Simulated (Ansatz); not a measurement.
Crystal: Cs2AgBiBr6.

```
Bi Cs Ag Br
1.0
     0.00000    5.61610    5.61610
     5.61610    0.00000    5.61610
     5.61610    5.61610    0.00000
Bi Cs Ag Br
1 2 1 6
Direct
  0.00000 0.00000 0.00000
  0.75000 0.75000 0.75000
  0.25000 0.25000 0.25000
  0.50000 0.50000 0.50000
  0.74945 0.74945 0.25055
  0.25055 0.25055 0.74945
  0.74945 0.25055 0.25055
  0.74945 0.25055 0.74945
  0.25055 0.74945 0.74945
  0.25055 0.74945 0.25055
```

Base run:

| Quantity | Value |
| --- | --- |
| Program | Ansatz 0.2.0 |
| Functional | LDA |
| Potentials or basis | Ansatz PAW |
| Cutoff | 420 eV (not typed: the program's choice for these potentials) |
| k mesh | 4 × 4 × 4 |
| Occupations | fermi-dirac, width 0.05 eV |
| Spin | no spin polarisation |

Its results: band gap on the k mesh 1.10 eV, indirect (least direct gap 2.33 eV); pressure -1.5 GPa; largest force 0.329 eV/Å.

**Question.** After a change of settings the same cell gave: band gap on the k mesh 1.34 eV, indirect (least direct gap 2.53 eV); pressure 3.5 GPa; largest force 0.249 eV/Å. Which change was it?
A. functional from LDA to PBE
B. functional from LDA to PBEsol
C. functional from LDA to RPBE
D. functional from LDA to r2SCAN; cutoff from 420 eV (not typed: the program's choice for these potentials) to 500 eV (not typed: the program's choice for these potentials)

**Answer.** C.

RPBE binds less tightly than LDA, so the same cell stands under more pressure.

Caveats: spin-orbit coupling is left out, which as a rule narrows the gap of such compounds by several tenths of an eV; the PAW data sets come from PBE, with cores solved anew for the run's functional, which leaves a small shift of forces and pressure.
